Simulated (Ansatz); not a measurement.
The system is Hf.

```
Hf
1.0
     3.19670    0.00000    0.00000
    -1.59835    2.76842    0.00000
     0.00000    0.00000    5.05780
Hf
2
Direct
  0.66667 0.33333 0.75000
  0.33333 0.66667 0.25000
```

```yaml
Program: Ansatz 0.2.0
Task: relaxation of cell and atoms
Functional: HSEsol
Potentials_or_basis: Ansatz PAW
Cutoff: "420 eV (not typed: the program's choice for these potentials)"
k_mesh: 5 × 5 × 3
Occupations: fermi-dirac, width 0.05 eV
Spin: no spin polarisation
```

At the start: volume 22.38 Å³/atom.

Problem. Where does the relaxation end?

Solution. It ends after 5 steps and the volume is 21.87 Å³/atom (-2.3 %); space group P6_3/mmc (No. 194, to 0.05 Å).

Step by step:
| step | energy change (eV) | largest force (eV/Å) | volume (Å³) |
| --- | --- | --- | --- |
| 1 | 0.0000 | 0.0000 | 44.76 |
| 2 | -0.0165 | 0.0000 | 43.85 |
| 3 | -0.0178 | 0.0000 | 43.69 |
| 4 | -0.0178 | 0.0000 | 43.73 |
| 5 | -0.0174 | 0.0000 | 43.73 |

Final structure:
```
Hf
1.0
     3.20329    0.00000    0.00000
    -1.60165    2.77413    0.00000
     0.00000    0.00000    4.92105
Hf
2
Direct
  0.66667 0.33333 0.75000
  0.33333 0.66667 0.25000
```

Caveat: the k mesh is coarse (spacing up to 0.45 Å⁻¹), so the values aren't converged, least of all with exact exchange; the plane-wave basis is chosen anew once the cell has moved, so the energies of steps on either side of that aren't comparable; the PAW data sets come from PBE, with cores solved anew for the run's functional, which leaves a small shift of forces and pressure.
